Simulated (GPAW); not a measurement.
# Tl (Im-3m) in GPAW: further runs

Aim: see how the results for Tl move with the level of theory and the settings. Levels: PBE, LDA. Tasks: single point.

Everything below comes from runs of GPAW 26.7.0. Logs are shortened: lines on timing, memory, paths and dates and some standing lists are left out, and cuts for length are marked. The log counts tension as positive stress, the text compression.

## (1) The structure

Symmetry: Im-3m, No. 229, cubic system. The conventional cell has a = 3.912 Å, b = 3.912 Å, c = 3.912 Å, α = 90.00°, β = 90.00°, γ = 90.00°. Around Tl (site symmetry m-3m) lie 8 Tl at 3.39 Å.

This isn't the form of Tl at room conditions, which is hcp.

## (2) Single point, PBE

Contents of run.py:

```python
from ase.dft.bandgap import bandgap
from ase.io import read, write
from ase.units import GPa
from gpaw import GPAW, PW

atoms = read('Tl.xyz')

calc = GPAW(mode=PW(600),
            xc='PBE',
            kpts={'size': (10, 10, 10), 'gamma': True},
            occupations={'name': 'methfessel-paxton', 'order': 0, 'width': 0.1},
            nbands=14,
            convergence={'density': 1e-05, 'energy': 1e-05},
            maxiter=150,
            txt='gpaw.txt')
atoms.calc = calc
energy = atoms.get_potential_energy()
forces = atoms.get_forces()
stress = atoms.get_stress()
calc.write('gs.gpw')
write('result.traj', atoms)
print(f'Energy: {energy:.6f} eV')
print('Forces (eV/A):')
print(forces.round(4))
print('Stress (GPa):', (stress / GPa).round(3))
print('Fermi level:', round(calc.get_fermi_level(), 4), 'eV')
print(f'Gap: {bandgap(calc)[0]:.4f} eV, direct: {bandgap(calc, direct=True)[0]:.4f} eV')
```

Contents of Tl.xyz:

```xyz
1
Lattice="-1.9559951735 1.9559951735 1.9559951735 1.9559951735 -1.9559951735 1.9559951735 1.9559951735 1.9559951735 -1.9559951735" Properties=species:S:1:pos:R:3 pbc="T T T"
Tl     0.0000000000      0.0000000000      0.0000000000
```

Potentials or basis: GPAW PAW data sets (gpaw-data 1.2.1), pw.

Launch:

```sh
OMP_NUM_THREADS=1 python run.py
```

gpaw.txt:

```text
__  _  _
 | _ |_)|_||  |
 |__||  | ||/\| - 26.7.0

Input parameters:
  mode=PW(ecut=600.0),
  convergence={'density': 1e-05, 'energy': 1e-05},
  kpts=MonkhorstPack(size=(10, 10, 10), gamma=True),
  maxiter=150,
  nbands=14,
  occupations=Occupations(name='methfessel-paxton', order=0, width=0.1),
  xc=XC(name='PBE')

Diagonalizing LCAO Hamiltonian
Converting LCAO to pw mode

       Tl

Atoms  # Å, Bohr magnetons
|   | symbol |        x |        y |        z |    initial magnetic moments |
|---|--------|----------|----------|----------|-----------------------------|
| 0 |     Tl | 0.000000 | 0.000000 | 0.000000 | ( 0.0000,  0.0000,  0.0000) |

Unit cell  # Å
| periodic |         x |         y |         z |  lengths |     angles |
|----------|-----------|-----------|-----------|----------|------------|
|      yes | -1.955995 |  1.955995 |  1.955995 | 3.387883 | 109.471221 |
|      yes |  1.955995 | -1.955995 |  1.955995 | 3.387883 | 109.471221 |
|      yes |  1.955995 |  1.955995 | -1.955995 | 3.387883 | 109.471221 |

Number of symmetries: 48
Symmetry operations  # r_c * U_cc + t_c -> r_c
|    | kind |            matrix            |
|----|------|------------------------------|
|  0 |  σ   |  1, 1, 1,  0, 0,-1,  0,-1, 0 |
|  1 |  C4  |  1, 1, 1,  0, 0,-1, -1, 0, 0 |
|  2 |  C2  |  1, 1, 1,  0,-1, 0,  0, 0,-1 |
|  3 |  S6  |  1, 1, 1,  0,-1, 0, -1, 0, 0 |
|  4 |  S6  |  1, 1, 1, -1, 0, 0,  0, 0,-1 |
|  5 |  C4  |  1, 1, 1, -1, 0, 0,  0,-1, 0 |
|  6 |  E   |  1, 0, 0,  0, 1, 0,  0, 0, 1 |
|  7 |  σ   |  1, 0, 0,  0, 1, 0, -1,-1,-1 |
|  8 |  σ   |  1, 0, 0,  0, 0, 1,  0, 1, 0 |
|  9 |  C3  |  1, 0, 0,  0, 0, 1, -1,-1,-1 |
| 10 |  C3  |  1, 0, 0, -1,-1,-1,  0, 1, 0 |
| 11 |  σ   |  1, 0, 0, -1,-1,-1,  0, 0, 1 |
| 12 |  σ   |  0, 1, 0,  1, 0, 0,  0, 0, 1 |
| 13 |  C2  |  0, 1, 0,  1, 0, 0, -1,-1,-1 |
| 14 |  C3  |  0, 1, 0,  0, 0, 1,  1, 0, 0 |
| 15 |  S4  |  0, 1, 0,  0, 0, 1, -1,-1,-1 |
| 16 |  S4  |  0, 1, 0, -1,-1,-1,  1, 0, 0 |
| 17 |  C3  |  0, 1, 0, -1,-1,-1,  0, 0, 1 |
| 18 |  C3  |  0, 0, 1,  1, 0, 0,  0, 1, 0 |
| 19 |  S4  |  0, 0, 1,  1, 0, 0, -1,-1,-1 |
| 20 |  σ   |  0, 0, 1,  0, 1, 0,  1, 0, 0 |
| 21 |  C3  |  0, 0, 1,  0, 1, 0, -1,-1,-1 |
| 22 |  C2  |  0, 0, 1, -1,-1,-1,  1, 0, 0 |
| 23 |  S4  |  0, 0, 1, -1,-1,-1,  0, 1, 0 |
| 24 |  C4  |  0, 0,-1,  1, 1, 1,  0,-1, 0 |
| 25 |  σ   |  0, 0,-1,  1, 1, 1, -1, 0, 0 |
| 26 |  S6  |  0, 0,-1,  0,-1, 0,  1, 1, 1 |
| 27 |  C2  |  0, 0,-1,  0,-1, 0, -1, 0, 0 |
| 28 |  C4  |  0, 0,-1, -1, 0, 0,  1, 1, 1 |
| 29 |  S6  |  0, 0,-1, -1, 0, 0,  0,-1, 0 |
| 30 |  S6  |  0,-1, 0,  1, 1, 1,  0, 0,-1 |
| 31 |  C4  |  0,-1, 0,  1, 1, 1, -1, 0, 0 |
| 32 |  C4  |  0,-1, 0,  0, 0,-1,  1, 1, 1 |
| 33 |  S6  |  0,-1, 0,  0, 0,-1, -1, 0, 0 |
| 34 |  σ   |  0,-1, 0, -1, 0, 0,  1, 1, 1 |
| 35 |  C2  |  0,-1, 0, -1, 0, 0,  0, 0,-1 |
| 36 |  C2  | -1, 0, 0,  1, 1, 1,  0, 0,-1 |
| 37 |  S6  | -1, 0, 0,  1, 1, 1,  0,-1, 0 |
| 38 |  S6  | -1, 0, 0,  0, 0,-1,  1, 1, 1 |
| 39 |  C2  | -1, 0, 0,  0, 0,-1,  0,-1, 0 |
| 40 |  C2  | -1, 0, 0,  0,-1, 0,  1, 1, 1 |
| 41 |  i   | -1, 0, 0,  0,-1, 0,  0, 0,-1 |
| 42 |  S4  | -1,-1,-1,  1, 0, 0,  0, 1, 0 |
| 43 |  C3  | -1,-1,-1,  1, 0, 0,  0, 0, 1 |
| 44 |  C3  | -1,-1,-1,  0, 1, 0,  1, 0, 0 |
| 45 |  σ   | -1,-1,-1,  0, 1, 0,  0, 0, 1 |
| 46 |  S4  | -1,-1,-1,  0, 0, 1,  1, 0, 0 |
| 47 |  C2  | -1,-1,-1,  0, 0, 1,  0, 1, 0 |

BZ-sampling:
  Number of BZ points: 1000
  Number of IBZ points: 47

  Monkhorst-Pack size: [10, 10, 10]
  Monkhorst-Pack shift: [0.05, 0.05, 0.05]

K-points  # in reciprocal-cell coordinates
|     |                                coordinates |     weight |
|-----|--------------------------------------------|------------|
|   0 | (  0.00000000,   0.00000000,   0.00000000) | 0.00100000 |
|   1 | (  0.10000000,   0.00000000,   0.00000000) | 0.01200000 |
|   2 | (  0.10000000,   0.10000000,  -0.10000000) | 0.00600000 |
|   3 | (  0.20000000,   0.00000000,  -0.10000000) | 0.02400000 |
|   4 | (  0.20000000,   0.00000000,   0.00000000) | 0.01200000 |
|   5 | (  0.20000000,   0.10000000,  -0.10000000) | 0.02400000 |
|   6 | (  0.20000000,   0.20000000,  -0.20000000) | 0.00600000 |
|   7 | (  0.30000000,  -0.10000000,  -0.10000000) | 0.00800000 |
|   8 | (  0.30000000,   0.00000000,  -0.10000000) | 0.04800000 |
|   9 | (  0.30000000,   0.00000000,   0.00000000) | 0.01200000 |
| ... |                                            |            |
|  46 | (  0.50000000,   0.50000000,   0.50000000) | 0.00100000 |

Plane wave coefficients: 1048
Cutoff: 600.0 eV

Spin-components: 1 (collinear spins)
Bands:           14
Projectors:      6
Spin-degeneracy: 2
Datatype:        complex128

Parallelization:
  kpt:    1
  domain: 1
  band:   1

Density:
  Valence electrons: 13.0
  Components: 1
  Grid points: [20 20 20]
  Charge: 0.0  # |e|

Potential:
  Grid points: [20 20 20]

species:
  Tl:
    name:    Thallium
    Z:       81.0
    valence: 13
    core:    68
    charge:  0.0  # [|e|]
    compensation charges:
      type: gauss
      rc: 0.38  # [Å]
      lmax: 2
    cutoffs:
      filter: 2.11  # [Å]
      core: 2.55  # [Å]
    projectors
    | kind |    occ | energy [eV] | rcut [Å] |
    |------|--------|-------------|----------|
    |   6s |  2.000 |      -9.493 |    1.212 |
    |   6p |  1.000 |      -2.379 |    1.270 |
    |   5d | 10.000 |     -15.517 |    1.191 |
    |    s |        |      17.718 |    1.212 |
    |    p |        |      24.832 |    1.270 |
    |    d |        |      11.695 |    1.191 |

    Using partial waves for Tl as LCAO basis

Reference energy: -550044.980272  # eV

eigensolver:
  PPCG
  Converge bands: occupied
  niter=2

density mixing:
  MSR1-Mixer
  Pratt-step length: 0.05
  Maximum mixing coefficient: 0.75
  Old densities: 10
  SVD Regularization: 0.005
  Good broyden scale: 1.0
  Trust region scale: 1.0
  Backstep threshold: 4.0
  History deletion threshold: 6.0
  Fourier metric: weight=20.0, sigma=0.015

occupation numbers:
  Methfessel-Paxton:
    width: 0.1000  # eV
    order: 0

poisson solver:
  ecut: 4800.0  # eV

xc functional:
  name: PBE with 2 nearest neighbor stencil

convergence criteria:
- Maximum integral of absolute [dens]ity change: 1e-05 electrons / valence electron
- Maximum [total energy] change in last 3 cyles: 1e-05 eV / valence electron
- Maximum integral of absolute [eigenst]ate change: 4e-08 eV^2 / valence electron
maximum number of iterations: 150

SCF iterations
|iter     | |      energy | eigst |  dens |
|---------|-|-------------|-------|-------|
|iter:   1| |   -2.547583 | -0.53 |       |
|iter:   2| |   -2.542095 | -2.62 | -1.60 |
|iter:   3| |   -2.512797 | -2.38 | -1.63 |
|iter:   4| |   -2.513354 | -3.53 | -2.17 |
|iter:   5| |   -2.513698 | -4.13 | -2.52 |
|iter:   6| |   -2.513703 | -6.00 | -3.92 |
|iter:   7| |   -2.513704c| -6.67 | -4.26 |
|iter:   8| |   -2.513704c| -7.61c| -5.23c|

Converged in 8 steps
Energy contributions relative to reference atoms: (reference = -550044.980272)

Energy contributions:
  Kinetic:           4.243676
  Coulomb:          -3.975382
  Zero:              0.078662
  External:          0.000000
  Xc:               -2.859725
  Entropy:          -0.001869
  Spinorbit:         0.000000
  ----------------------------
  Free energy:      -2.514638
  Extrapolated:     -2.513704

dipole moment: (-8.097910, -8.097910, -8.097910)  # |e|*Ang

Fermi level: 6.687
Eigenvalues  # (at kpt = [0.000, 0.000, 0.000])
| band index |      eig [eV] | occ [0-2] |
|------------|---------------|-----------|
|          0 |        -4.843 |     2.000 |
|          1 |        -4.843 |     2.000 |
|          2 |        -4.843 |     2.000 |
|          3 |        -4.457 |     2.000 |
|          4 |        -4.457 |     2.000 |
|          5 |        -2.932 |     2.000 |
|          6 |        17.057 |     0.000 |
|          7 |        17.057 |     0.000 |
|          8 |        17.057 |     0.000 |
|          9 |        19.073 |     0.000 |
|         10 |        19.073 |     0.000 |
|         11 |        19.073 |     0.000 |
|         12 |        21.779 |     0.000 |
|         13 |        22.143 |     0.000 |

No gap
No difference between direct/indirect transitions

Forces  # eV/Ang
|       x |       y |       z |
|---------|---------|---------|
| 0.00000 | 0.00000 | 0.00000 |  # Tl   0

Stress tensor  # eV/Ang^3
|         x |         y |         z |
|-----------|-----------|-----------|
| -0.006594 | -0.000000 | -0.000000 |
| -0.000000 | -0.006594 |  0.000000 |
| -0.000000 |  0.000000 | -0.006594 |

# Writing to gs.gpw (mode='')
```

Run time: 9.1 s. Hardware: 1 thread of Arm Neoverse V1, shared host; peak memory 0.14 GiB.

Results:

```yaml
Free_energy: -2.5146 eV
Pressure: 1.1 GPa
Band_gap_on_the_k_mesh: none (metal or under the smearing width)
```

Levels at points of the mesh, in eV from the Fermi level:
```tsv
k point	band 2	band 3	band 4	band 5	band 6	band 7	band 8	band 9	band 10
(0.00, 0.00, 0.00)	-11.53	-11.53	-11.14	-11.14	-9.62	10.37	10.37	10.37	12.39
(0.50, 0.50, 0.00)	-11.65	-11.17	-11.14	-10.89	-4.90	-2.50	5.67	7.07	9.84
(0.50, 0.50, 0.50)	-11.71	-10.95	-10.95	-10.95	-1.67	1.48	1.48	1.48	6.43
```

The run has no spin-orbit coupling, so splittings on Tl are missing.

## (3) Single point, LDA

Edit run.py of step 2 so:

```diff
@@ -2,4 +2,5 @@
 from ase.io import read, write
-from ase.units import GPa
+from ase.units import Bohr, GPa
 from gpaw import GPAW, PW
+from gpaw.elf import elf_from_dft_calculation
 
@@ -8,5 +9,5 @@
 calc = GPAW(mode=PW(600),
-            xc='PBE',
+            xc='LDA',
             kpts={'size': (10, 10, 10), 'gamma': True},
-            occupations={'name': 'methfessel-paxton', 'order': 0, 'width': 0.1},
+            occupations={'name': 'methfessel-paxton', 'order': 0, 'width': 0.05},
             nbands=14,
@@ -27 +28,6 @@
 print(f'Gap: {bandgap(calc)[0]:.4f} eV, direct: {bandgap(calc, direct=True)[0]:.4f} eV')
+
+# fields on the real-space grid
+write('density.cube', atoms, data=calc.get_pseudo_density() * Bohr**3)
+write('potential.cube', atoms, data=calc.get_electrostatic_potential())
+write('elf.cube', atoms, data=elf_from_dft_calculation(calc).data)
```

Tl.xyz is that of step 2.

Potentials or basis: the program's PAW data sets (release 1.2.1) made for this functional, pw.

Launch:

```sh
OMP_NUM_THREADS=1 python run.py
```

It took 9.1 s on 1 thread of Arm Neoverse V1, shared host; peak memory 0.14 GiB.

The run converged. Its results:

* Free energy: -3.2169 eV
* Pressure: -3.5 GPa
* Band gap on the k mesh: none (metal or under the smearing width)

Levels at points of the mesh, in eV from the Fermi level:
```
           k point  band 4  band 5  band 6  band 7  band 8  band 9
(0.00, 0.00, 0.00)  -11.00  -11.00   -9.62   10.32   10.32   10.32
(0.50, 0.50, 0.00)  -11.00  -10.75   -4.93   -2.47    5.64    7.09
(0.50, 0.50, 0.50)  -10.81  -10.81   -1.74    1.48    1.48    1.48
```

The run has no spin-orbit coupling, so splittings on Tl are missing.
